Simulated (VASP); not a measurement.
# Ti (P6_3/mmc) in VASP: notebook

Runs on Ti. Level: PBE. Tasks: relaxation of cell and atoms.

Everything below comes from runs of VASP 6.6.1. Logs are shortened: lines on timing, memory, paths and dates and some standing lists are left out, and cuts for length are marked.

## Step 1: The crystal as given

It takes space group P6_3/mmc (No. 194, hexagonal). Conventional cell: a = 2.950 Å, b = 2.950 Å, c = 4.680 Å, α = 90.00°, β = 90.00°, γ = 120.00°. Ti (site symmetry -6m2) is surrounded by 12 Ti at 2.89 to 2.95 Å.

## Step 2: Relaxation of cell and atoms, PBE

Input file INCAR:

```
SYSTEM = Ti
PREC = Accurate
ENCUT = 520
EDIFF = 1E-7
ISMEAR = 0
SIGMA = 0.1
LREAL = .FALSE.
LASPH = .TRUE.
NELM = 100
ALGO = Fast
ISIF = 3
LWAVE = .FALSE.
LCHARG = .FALSE.
GGA = PE
IBRION = 2
NSW = 80
EDIFFG = -0.002
```

Input file KPOINTS:

```
regular mesh
0
G
  12 12 6
  0 0 0
```

Input file POSCAR:

```
Ti
1.0
    2.9500000000      0.0000000000      0.0000000000
   -1.4750000000      2.5547749400      0.0000000000
    0.0000000000      0.0000000000      4.6800000000
Ti
2
Direct
    0.3333333300      0.6666666700      0.2500000000
    0.6666666700      0.3333333300      0.7500000000
```

Potentials or basis: VASP PAW PBE potentials, release 64 (Ti_sv).

Command:

```console
cat potpaw_PBE.64/Ti_sv/POTCAR > POTCAR
mpirun -np 1 vasp_std > vasp.out
```

OUTCAR:

```text
SYSTEM = Ti
   PREC = Accurate
   ENCUT = 520
   EDIFF = 1E-7
   ISMEAR = 0
   LREAL = .FALSE.
   LASPH = .TRUE.
   NELM = 100
   ISIF = 3
   GGA = PE
   IBRION = 2
   NSW = 80
   EDIFFG = -0.002

 ion  position               nearest neighbor table
   1  0.333  0.667  0.250-   2 2.89   2 2.89   2 2.89   2 2.89   2 2.89   2 2.89
   2  0.667  0.333  0.750-   1 2.89   1 2.89   1 2.89   1 2.89   1 2.89   1 2.89

  LATTYP: Found a hexagonal cell.
 ALAT       =     2.9500000000
 C/A-ratio  =     1.5864406780

  Lattice vectors:

 A1 = (   2.9500000000,   0.0000000000,   0.0000000000)
 A2 = (  -1.4750000000,   2.5547749400,   0.0000000000)
 A3 = (   0.0000000000,   0.0000000000,   4.6800000000)

Analysis of symmetry for initial positions (statically):
=====================================================================
 Subroutine PRICEL returns:
 Original cell was already a primitive cell.

 Routine SETGRP: Setting up the symmetry group for a
 hexagonal supercell.

 Subroutine GETGRP returns: Found 24 space group operations
 (whereof 12 operations were pure point group operations)
 out of a pool of 24 trial point group operations.

The static configuration has the point symmetry D_3d.
 The point group associated with its full space group is D_6h.

Analysis of symmetry for dynamics (positions and initial velocities):
=====================================================================
 Subroutine PRICEL returns:
 Original cell was already a primitive cell.

 Routine SETGRP: Setting up the symmetry group for a
 hexagonal supercell.

 Subroutine GETGRP returns: Found 24 space group operations
 (whereof 12 operations were pure point group operations)
 out of a pool of 24 trial point group operations.

The dynamic configuration has the point symmetry D_3d.
 The point group associated with its full space group is D_6h.

 Subroutine INISYM returns: Found 24 space group operations
 (whereof 12 operations are pure point group operations),
 and found     1 'primitive' translations

----------------------------------------------------------------------------------------

                                     Primitive cell

  volume of cell :      35.2712

  direct lattice vectors                    reciprocal lattice vectors
     2.950000000  0.000000000  0.000000000     0.338983051  0.195711956  0.000000000
    -1.475000000  2.554774940  0.000000000     0.000000000  0.391423911  0.000000000
     0.000000000  0.000000000  4.680000000     0.000000000  0.000000000  0.213675214

  length of vectors
     2.950000000  2.949999999  4.680000000     0.391423911  0.391423911  0.213675214

  position of ions in fractional coordinates (direct lattice)
     0.333333330  0.666666670  0.250000000
     0.666666670  0.333333330  0.750000000

  ion indices of the primitive-cell ions
   primitive index   ion index
                 1           1
                 2           2

----------------------------------------------------------------------------------------

 KPOINTS: regular mesh

Automatic generation of k-mesh.
 Grid dimensions read from file:
 generate k-points for:   12   12    6

 Generating k-lattice:

  Cartesian coordinates                     Fractional coordinates (reciprocal lattice)
     0.028248588  0.016309330  0.000000000     0.083333333 -0.000000000  0.000000000
     0.000000000  0.032618659  0.000000000     0.000000000  0.083333333  0.000000000
     0.000000000  0.000000000  0.035612536     0.000000000  0.000000000  0.166666667

  Length of vectors
     0.032618659  0.032618659  0.035612536

  Shift w.r.t. Gamma in fractional coordinates (k-lattice)
     0.000000000  0.000000000  0.000000000

 Subroutine IBZKPT returns following result:
 ===========================================

 Found     76 irreducible k-points:

 Following reciprocal coordinates:
            Coordinates               Weight
  0.000000  0.000000  0.000000      1.000000
  0.083333  0.000000  0.000000      6.000000
  0.166667  0.000000  0.000000      6.000000
  0.250000  0.000000  0.000000      6.000000
  0.333333 -0.000000  0.000000      6.000000
  0.416667  0.000000  0.000000      6.000000
[... 16 lines left out ...]
  0.250000  0.000000  0.166667     12.000000
  0.333333 -0.000000  0.166667     12.000000
 [... further k-points ...]
   k-points           NKPTS =     76   k-points in BZ     NKDIM =     76   number of bands    NBANDS=     16
   number of dos      NEDOS =    301   number of ions     NIONS =      2
   total plane-waves  NPLWV =  20736
   dimension x,y,z NGX =    24 NGY =   24 NGZ =   36
   dimension x,y,z NGXF=    48 NGYF=   48 NGZF=   72
   ions per type =               2
   NGX,Y,Z   is equivalent  to a cutoff of  13.53, 13.53, 12.79 a.u.
   NGXF,Y,Z  is equivalent  to a cutoff of  27.05, 27.05, 25.58 a.u.
 SYSTEM =  Ti
   PREC   = accura    normal or accurate (medium, high low for compatibility)
   ISTART =      0    job   : 0-new  1-cont  2-samecut
   ICHARG =      2    charge: 1-file 2-atom 10-const
   ISPIN  =      1    spin polarized calculation?
   LNONCOLLINEAR =      F non collinear calculations
   LSORBIT =      F    spin-orbit coupling
   LASPH  =      T    aspherical Exc in radial PAW
   ENCUT  =  520.0 eV  38.22 Ry    6.18 a.u.   5.49  5.49  8.70*2*pi/ulx,y,z
   NELM   =    100;   NELMIN=  2; NELMDL= -5     # of ELM steps
   EDIFF  = 0.1E-06   stopping-criterion for ELM
   LREAL  =      F    real-space projection
   EDIFFG = -.2E-02   stopping-criterion for IOM
   NSW    =     80    number of steps for IOM
   IBRION =      2    ionic relax: 0-MD 1-quasi-New 2-CG
   NFREE  =      1    steps in history (QN), initial steepest desc. (CG)
   ISIF   =      3    stress and relaxation
   ISYM   =      2    0-nonsym 1-usesym 2-fastsym
   POTIM  = 0.5000    time-step for ionic-motion
   TEBEG  =    0.0;   TEEND  =   0.0 temperature during run
   PSTRESS=    0.0 pullay stress
   NELECT =      24.0000    total number of electrons
   NUPDOWN=      -1.0000    fix difference up-down
   EMIN   =  10.00;   EMAX   =-10.00  energy-range for DOS
   EFERMI =   0.00;   METHOD = LEGACY
   ISMEAR =     0;   SIGMA  =   0.10  broadening in eV -4-tet -1-fermi 0-gaus
   EFERMI_NEDOS =   21; number of points for ismear=-14 and -15
   IALGO  =     68    algorithm
   IMIX   =      4    mixing-type and parameters
     AMIX     =   0.40;   BMIX     =  1.00
     AMIX_MAG =   1.60;   BMIX_MAG =  1.00
  volume/ion in A,a.u.               =      17.64       119.01
  Fermi-wavevector in a.u.,A,eV,Ry     =   1.439920  2.721055 28.209912  2.073370
  Thomas-Fermi vector in A             =   2.558722
   LORBIT       =      0    0 simple, 1 ext, 2 COOP (PROOUT), +10 PAW based schemes
   GGA     = PE    functional components
   LHFCALC =     F    Hartree Fock is set to
   AEXX    =    0.0000 exact exchange contribution
   IVDW    =     0    specifies the selected vdW correction
   LEPSILON=     F    determine dielectric tensor
   LRPA    =     F    only Hartree local field effects (RPA)
 conjugate gradient relaxation of ions
 non-spin polarized calculation
 RMM-DIIS sequential band-by-band and
 Gauss-broadening in eV      SIGMA  =   0.10
  energy-cutoff  :      520.00
  volume of cell :       35.27
 maximum number of plane-waves:       971
 NGX is ok and might be reduce to    24
   NGX = 11   NGY = 11   NGZ = 17

--------------------------------------- Ionic step        1  -------------------------------------------

 number of electron      24.0000002 magnetization

 Free energy of the ion-electron system (eV)
  ---------------------------------------------------
  ext. energy  EPLUGINS =         0.00000000
  ---------------------------------------------------
  free energy    TOTEN  =       -15.67339695 eV

  energy without entropy =      -15.66267938  energy(sigma->0) =      -15.66803817

------------------------ aborting loop because EDIFF is reached ----------------------------------------

  FORCE on cell =-STRESS in cart. coord.  units (eV):
  Direction    XX          YY          ZZ          XY          YZ          ZX
  --------------------------------------------------------------------------------------
  -------------------------------------------------------------------------------------
  Total       -0.3960802     -0.3960802     -0.4153781      0.0000000      0.0000000      0.0000000
  in kB      -17.9917419    -17.9917418    -18.8683380      0.0000000      0.0000000      0.0000000
  external PRESSURE =     -18.2839406 kB  Pullay stress =       0.0000000 kB
[... 237 lines left out ...]
  energy  without entropy=      -15.6661160178  energy(sigma->0) =      -15.67136737

--------------------------------------- Ionic step        8  -------------------------------------------

 number of electron      24.0000001 magnetization

 Free energy of the ion-electron system (eV)
  ---------------------------------------------------
  ext. energy  EPLUGINS =         0.00000000
  ---------------------------------------------------
  free energy    TOTEN  =       -15.67661867 eV

  energy without entropy =      -15.66612369  energy(sigma->0) =      -15.67137118

 E-fermi :   8.3751     XC(G=0): -11.5041

 val. band max:        8.3487401854   @ k =   0.0000   0.0000   0.3333
 cond. band min:       8.3779540354   @ k =   0.2500   0.2500   0.3333
 fundamental gap:      0.0292138501
 Fermi energy:         8.3751002484

 k-point     1 :       0.0000    0.0000    0.0000
  band No.  band energies     occupation
      1     -48.5064      2.00000
      2     -48.3692      2.00000
      3     -25.0953      2.00000
      4     -24.4496      2.00000
      5     -24.4496      2.00000
      6     -24.3851      2.00000
[... 8 lines left out ...]
     15       9.6255      0.00000
     16       9.6255      0.00000
[... 420 lines left out ...]
  band No.  band energies     occupation
      1     -48.4182      2.00000
      2     -48.3499      2.00000
      3     -24.9244      2.00000
      4     -24.7641      2.00000
      5     -24.7120      2.00000
      6     -24.5483      2.00000
[... 8 lines left out ...]
     15       9.3533      0.00000
     16      10.9468      0.00000

 [... further k-points ...]
[... 5 lines left out ...]
  --------------------------------------------------------------------------------------
  -------------------------------------------------------------------------------------
  Total       -0.0027897     -0.0027897      0.0025754      0.0000000      0.0000000      0.0000000
  in kB       -0.1288545     -0.1288545      0.1189543      0.0000000      0.0000000      0.0000000
  external PRESSURE =      -0.0462516 kB  Pullay stress =       0.0000000 kB
[... 17 lines left out ...]
  FREE ENERGIE OF THE ION-ELECTRON SYSTEM (eV)
  ---------------------------------------------------
  free  energy   TOTEN  =       -15.6766186676 eV

  energy  without entropy=      -15.6661236900  energy(sigma->0) =      -15.67137118

 reached required accuracy - stopping structural energy minimisation
```

Run time: 5.3 min. Hardware: 1 thread of Intel Xeon Platinum 8488C (Sapphire Rapids), shared host; peak memory 0.19 GiB.

What came out:

```yaml
Free_energy: -15.6766 eV
Relaxed_volume: 17.34 Å³/atom
Relaxed_cell: a = 2.935 Å, b = 2.935 Å, c = 4.651 Å, α = 90.00°, β = 90.00°, γ = 120.00°
Space_group_after_relaxing_to_0.05_Å: P6_3/mmc (No. 194)
Energy_gained_by_relaxing: 1.6 meV/atom
Ionic_steps: 8
Pressure_after_relaxing: 0.0 GPa
Band_gap_on_the_k_mesh: none (metal or under the smearing width)
```

The path:
```tsv
step	energy change (eV)	largest force (eV/Å)	pressure (GPa)	volume (Å³)
1	0.0000	0.0000	-1.83	35.27
2	-0.0012	0.0000	1.43	34.25
3	-0.0032	0.0000	0.02	34.70
4	-0.0032	0.0000	-0.04	34.72
5	-0.0032	0.0000	-0.06	34.72
6	-0.0032	0.0000	-0.06	34.71
7	-0.0032	0.0000	-0.05	34.71
8	-0.0032	0.0000	0.00	34.69
```

Final structure:
```xyz
2
Lattice="2.9346 0.0000 0.0000 -1.4673 2.5414 0.0000 0.0000 0.0000 4.6510" Properties=species:S:1:pos:R:3 pbc="T T T"
Ti    0.0000    1.6943    1.1627
Ti    1.4673    0.8471    3.4882
```

## Step 3: Relaxation of cell and atoms, PBE

This run uses another cell than the first one, of 17.34 Å³/atom, 0.983 times its volume.

INCAR is that of step 2.

KPOINTS is that of step 2.

Input file POSCAR:

```
Ti                                      
1.0
    2.9346102448     -0.0000000000      0.0000000000
   -1.4673051224      2.5414470211     -0.0000000000
   -0.0000000000      0.0000000000      4.6509688579
  Ti            
     2
Direct
     0.3333333300000021    0.6666666699999979    0.2500000000000000
     0.6666666699999979    0.3333333300000021    0.7500000000000000
```

Potentials or basis: VASP PAW PBE potentials, release 64 (Ti_sv).

Command:

```console
cat potpaw_PBE.64/Ti_sv/POTCAR > POTCAR
mpirun -np 1 vasp_std > vasp.out
```

Wall time 99 s (1 thread of Intel Xeon Platinum 8488C (Sapphire Rapids), shared host); peak memory 0.17 GiB.

It converged, with:

| Quantity | Value |
| --- | --- |
| Free energy | -15.6764 eV |
| Relaxed volume | 17.35 Å³/atom |
| Relaxed cell | a = 2.935 Å, b = 2.935 Å, c = 4.652 Å, α = 90.00°, β = 90.00°, γ = 120.00° |
| Space group after relaxing (to 0.05 Å) | P6_3/mmc (No. 194) |
| Energy gained by relaxing | 0.0 meV/atom |
| Ionic steps | 2 |
| Pressure after relaxing | 0.0 GPa |
| Band gap on the k mesh | none (metal or under the smearing width) |

Final structure:
```cif
data_structure
_symmetry_space_group_name_H-M 'P 1'
_symmetry_Int_Tables_number 1
_cell_length_a 2.9346
_cell_length_b 2.9346
_cell_length_c 4.6515
_cell_angle_alpha 90.000
_cell_angle_beta 90.000
_cell_angle_gamma 120.000
_cell_volume 34.69
loop_
_atom_site_label
_atom_site_type_symbol
_atom_site_fract_x
_atom_site_fract_y
_atom_site_fract_z
_atom_site_occupancy
Ti1 Ti 0.33333 0.66667 0.25000 1
Ti2 Ti 0.66667 0.33333 0.75000 1
```

Levels at points of the mesh, in eV from the Fermi level:
```
           k point  band 9  band 10  band 11  band 12  band 13  band 14  band 15  band 16
(0.00, 0.00, 0.00)   -6.24    -2.72     0.74     0.75     0.75     0.86     1.25     1.25
(0.50, 0.00, 0.00)   -2.37    -2.18    -1.87    -0.65     0.46     0.60     1.15     3.32
(0.00, 0.00, 0.50)   -4.38    -4.38     0.06     0.06     0.66     0.66     0.66     0.66
(0.50, 0.00, 0.50)   -2.57    -2.57    -0.84    -0.84     1.31     1.31     1.71     1.71
```
